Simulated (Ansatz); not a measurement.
# AlN: the cost of one run

Computed with Ansatz 0.2.0 (DFT PBE, scalar-relativistic, unless a step's input says otherwise).

## (1) The starting structure

It takes space group P6_3mc (No. 186, hexagonal). The conventional cell has a = 3.111 Å, b = 3.111 Å, c = 4.978 Å, α = 90.00°, β = 90.00°, γ = 120.00°. Al (site symmetry 3m) is surrounded by 4 N at 1.89 to 1.92 Å. Around N (site symmetry 3m) lie 4 Al at 1.89 to 1.92 Å.

As a file:

```cif
data_structure
_symmetry_space_group_name_H-M 'P6_3mc'
_symmetry_Int_Tables_number 186
_cell_length_a 3.1110
_cell_length_b 3.1110
_cell_length_c 4.9780
_cell_angle_alpha 90.000
_cell_angle_beta 90.000
_cell_angle_gamma 120.000
_cell_volume 41.72
loop_
_atom_site_label
_atom_site_type_symbol
_atom_site_symmetry_multiplicity
_atom_site_Wyckoff_symbol
_atom_site_fract_x
_atom_site_fract_y
_atom_site_fract_z
_atom_site_occupancy
Al1 Al 2 b 0.33333 0.66667 0.00000 1
N1 N 2 b 0.33333 0.66667 0.38500 1
```

The file gives the conventional cell by its symmetry; the runs use the cell typed in the input.

Atoms are numbered in the order of the input: Al1, Al2, N3, N4.

## (2) Volume × 0.94, LAPW

input.yaml reads:

```yaml
crystal:
  lattice:
    - [3.0474944919, 0.0, 0.0]
    - [-1.523747246, 2.6392076479, 0.0]
    - [0.0, 0.0, 4.8763796492]
  atoms:
    - { symbol: Al, position: [0.3333333333, 0.6666666667, 0.0] }
    - { symbol: Al, position: [0.6666666667, 0.3333333333, 0.5] }
    - { symbol: "N", position: [0.3333333333, 0.6666666667, 0.385] }
    - { symbol: "N", position: [0.6666666667, 0.3333333333, 0.885] }
kpoints:
  mp_grid: { grid: [11, 11, 6] }
  band_path:
    path:
      - [0.0, 0.0, 0.0]
      - [0.5, 0.0, 0.0]
      - [0.3333333333, 0.3333333333, 0.0]
      - [0.0, 0.0, 0.0]
      - [0.0, 0.0, 0.5]
      - [0.5, 0.0, 0.5]
      - [0.3333333333, 0.3333333333, 0.5]
      - [0.0, 0.0, 0.5]
      - [0.5, 0.0, 0.5]
    npoints: 5
scf:
  occupations: { method: fermi_dirac, width: 0.02 }
hamiltonian:
  xc: pbe
  pseudopotentials: { kind: all_electron, lapw: { basis_error: 0.001 } }
output:
  forces: true
  stress: true
  eigenvalues: true
```

The run is started by

```sh
> ansatz run input.yaml --threads 1 --pin off --max-ram 4096MiB --backend cpu --events-out ev --progress --plain --runs-dir out
```

Q: Estimate wall time and peak memory on 1 thread of Intel Xeon 6975P-C (Granite Rapids), shared host.

About 19 s, with a peak of 0.43 GiB.
